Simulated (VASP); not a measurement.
## VASP inputs for KCl (rocksalt)

INCAR, step 1 (PBE orbitals to start from)

```
LASPH = .TRUE.
ISMEAR = 0
ENCUT = 520
EDIFF = 1E-5
PREC = Accurate
GGA = PE
LCHARG = .FALSE.
LWAVE = .TRUE.
NBANDS = 15
LREAL = .FALSE.
NELM = 120
SIGMA = 0.01
```

INCAR, step 2

```
ALGO = Normal
ENCUT = 520
NSW = 0
ISMEAR = 0
LHFCALC = .TRUE.
LASPH = .TRUE.
SIGMA = 0.01
LWAVE = .FALSE.
NELM = 120
ISIF = 2
LREAL = .FALSE.
LCHARG = .FALSE.
EDIFF = 1E-7
HFRCUT = -1
ISTART = 1
PRECFOCK = Fast
NBANDS = 15
AEXX = 0.25
IBRION = -1
GGA = PE
PREC = Accurate
```

KPOINTS

```
KPOINTS created by Atomic Simulation Environment
0
Gamma
6 6 6
0 0 0
```

KPOINTS_OPT

```
special points
6
Reciprocal
0.0000000000 0.0000000000 0.0000000000 1
0.5000000000 0.0000000000 0.5000000000 1
0.5000000000 0.2500000000 0.7500000000 1
0.3750000000 0.3750000000 0.7500000000 1
0.5000000000 0.5000000000 0.5000000000 1
0.6250000000 0.2500000000 0.6250000000 1
```

POSCAR

```
K  Cl
 1.0000000000000000
     0.0000000000000000    3.1448483195468158    3.1448483195468158
     3.1448483195468158    0.0000000000000000    3.1448483195468158
     3.1448483195468158    3.1448483195468158    0.0000000000000000
 K   Cl
   1   1
Cartesian
 -0.0000000000000000 -0.0000000000000000 -0.0000000000000000
  3.1448483195468158  3.1448483195468158  3.1448483195468158
```

VASP ran with the recommended PBE PAW datasets (16 valence electrons in the cell).

Question: Estimate the main results of this run.

Answer: gap between bands v and c 7.24 eV; least direct gap 7.24 eV; pressure 0.5 GPa.

Band v is the last that the valence electrons fill when counted band by band, and c is the next. Levels in eV from the top of v:

| point | v−1 | v | c | c+1 |
| --- | --- | --- | --- | --- |
| Γ | 0.00 | 0.00 | 7.24 | 10.69 |
| X | -0.25 | -0.25 | 8.65 | 10.59 |
| W | -0.51 | -0.51 | 10.23 | 10.23 |
| K | -0.59 | -0.31 | 9.43 | 11.29 |
| L | -0.35 | -0.35 | 9.65 | 10.88 |
